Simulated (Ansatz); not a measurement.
# AgI: one input, then a changed one

The cell is COD entry 9008829, as deposited and not checked against the literature; nothing was relaxed. It differs from other determinations.

First run: DFT, PBEsol, all-electron LAPW, scalar-relativistic (Ansatz 0.2.0).

Command: `ansatz run input.yaml --threads 1 --pin off --max-ram 2048MiB --backend cpu --events-out ev --progress --plain --runs-dir out` The run took 29 s on 1 thread of Arm Neoverse V1, on a shared host, peak memory 0.31 GiB.

```yaml
crystal:
  lattice:
    - [0.0, 3.2365, 3.2365]
    - [3.2365, 0.0, 3.2365]
    - [3.2365, 3.2365, 0.0]
  atoms:
    - { symbol: Ag, position: [0.0, 0.0, 0.0] }
    - { symbol: I, position: [0.75, 0.75, 0.75] }
kpoints:
  mp_grid: { grid: [7, 7, 7] }
  band_path:
    path:
      - [0.0, 0.0, 0.0]
      - [-0.5, -0.5, 0.0]
      - [-0.375, -0.375, 0.25]
      - [-0.375, 0.0, 0.375]
      - [0.0, 0.0, 0.0]
      - [0.0, 0.0, 0.5]
      - [-0.5, -0.25, 0.25]
      - [-0.5, -0.5, 0.0]
    npoints: 5
scf:
  occupations: { method: fermi_dirac, width: 0.01 }
hamiltonian:
  xc: pbesol
  pseudopotentials: { kind: all_electron, lapw: { basis_error: 0.0005 } }
output:
  forces: true
  stress: true
  eigenvalues: true
```

Result: converged; pressure -0.34 GPa; gap on the k mesh 1.20 eV (the mesh can miss the band edges); 7 SCF iterations.

No spin–orbit coupling, which matters for the heavy atoms here.

The input is then changed:

```diff
@@ -21,8 +21,9 @@
     npoints: 5
 scf:
-  occupations: { method: fermi_dirac, width: 0.01 }
+  occupations: { method: fermi_dirac, width: 0.3 }
 hamiltonian:
   xc: pbesol
   pseudopotentials: { kind: all_electron, lapw: { basis_error: 0.0005 } }
+  dispersion: d3bj
 output:
   forces: true
```

Question: What does the second run give?

Answer: It converged; pressure -1.84 GPa; gap on the k mesh 1.20 eV (the mesh can miss the band edges); 7 SCF iterations. Some of these settings are too coarse for converged properties.
